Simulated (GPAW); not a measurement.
**CuO: relaxation of cell and atoms with PBE+D3**

The system is CuO.

```
Cu O
1.0
     1.99097   -2.15355    0.00000
     1.99097    2.15355    0.00000
     0.00000    0.00000    5.15593
Cu O
2 2
Cartesian
  0.9955 -1.0768 2.5780
  0.9955 1.0768 0.0000
  1.9910 0.0000 3.8669
  1.9910 0.0000 1.2890
```

Measurements of this composition are mostly on another form, of space group No. 15.

```yaml
Program: GPAW 26.7.0
Task: relaxation of cell and atoms
Functional: PBE
Dispersion: D3
Potentials_or_basis: GPAW PAW data sets (gpaw-data 1.2.1)
Cutoff: 800 eV
Basis: pw
k_mesh: 6 × 6 × 3
Occupations: fermi-dirac, width 0.05 eV
Spin: no spin polarisation
Target_pressure: -1 GPa
Maxiter: 150
Optimizer: BFGS
Fmax: 0.01 eV/Å
Max_steps: 40
Target_pressure: -1 GPa
```

The relaxed volume is 11.17 Å³/atom and the relaxed cell is a = 2.926 Å, b = 2.926 Å, c = 5.220 Å, α = 90.00°, β = 90.00°, γ = 89.93°. The space group after relaxing (to 0.05 Å) is P4_2/mmc (No. 131), the energy change on relaxing (the enthalpy is what falls) is -2.2 meV/atom and the ionic steps are 15. The pressure after relaxing is -1.0 GPa. The band gap on the k mesh is none (metal or under the smearing width) and the dispersion energy per atom is -0.213 eV.

Step by step:
```csv
step,energy change (eV),largest force (eV/Å),pressure (GPa),volume (Å³)
1,0.0000,0.0000,1.01,44.21
2,-0.0010,0.0000,0.75,44.28
3,-0.0038,0.0000,-1.29,44.80
4,-0.0039,0.0000,-1.32,44.80
5,-0.0053,0.0000,-1.37,44.73
6,-0.0058,0.0001,-1.14,44.63
7,-0.0060,0.0000,-0.93,44.57
8,-0.0062,0.0001,-0.85,44.55
9,-0.0063,0.0000,-0.66,44.50
10,-0.0068,0.0003,-0.42,44.45
11,-0.0075,0.0006,-0.15,44.40
12,-0.0085,0.0011,-0.11,44.43
13,-0.0091,0.0014,-0.48,44.56
14,-0.0091,0.0010,-0.81,44.64
15,-0.0089,0.0005,-0.99,44.69
```

Final structure:
```yaml
crystal:
  lattice:
    - [2.07029, -2.06785, 0.00000]
    - [2.07028, 2.06784, 0.00000]
    - [0.00000, 0.00000, 5.21951]
  atoms:
    - { symbol: Cu, position: [0.50000, 0.00000, 0.50000] }
    - { symbol: Cu, position: [0.00000, 0.50000, 0.00000] }
    - { symbol: O, position: [0.50000, 0.50000, 0.75001] }
    - { symbol: O, position: [0.50000, 0.50000, 0.24999] }
```

Levels at points of the mesh, in eV from the Fermi level:
| k point | band 15 | band 16 | band 17 | band 18 | band 19 | band 20 |
| --- | --- | --- | --- | --- | --- | --- |
| (0.00, 0.00, 0.00) | -2.29 | -1.99 | 0.62 | 0.62 | 1.36 | 6.12 |
| (0.00, 0.50, 0.00) | -1.59 | -1.50 | 0.17 | 0.42 | 3.59 | 5.86 |
| (0.50, 0.00, 0.00) | -1.59 | -1.50 | 0.17 | 0.41 | 3.59 | 5.86 |
| (0.50, 0.50, 0.00) | -1.64 | -1.20 | -1.19 | 1.09 | 2.23 | 7.09 |

Wall time 9.2 min on 1 thread of Arm Neoverse V2, on a shared host, peak memory 0.42 GiB.

Caveat: the k mesh is coarse (spacing up to 0.41 Å⁻¹), so the values aren't converged; with this Cu data set, volumes or pressures lay over 1.5 % or 2 GPa off other programs in two to four cells of ten; later steps reuse the first step's grids; the run has no spin polarisation, though such a crystal can be magnetic; semilocal functionals often make such compounds metallic where correlation or magnetic order opens a gap, which also shifts bond lengths; pairwise dispersion overbinds metals, which lowers pressure and volume. With open d or f shells a metallic result of PBE can be an artefact of self-interaction; +U or a hybrid may open a gap.
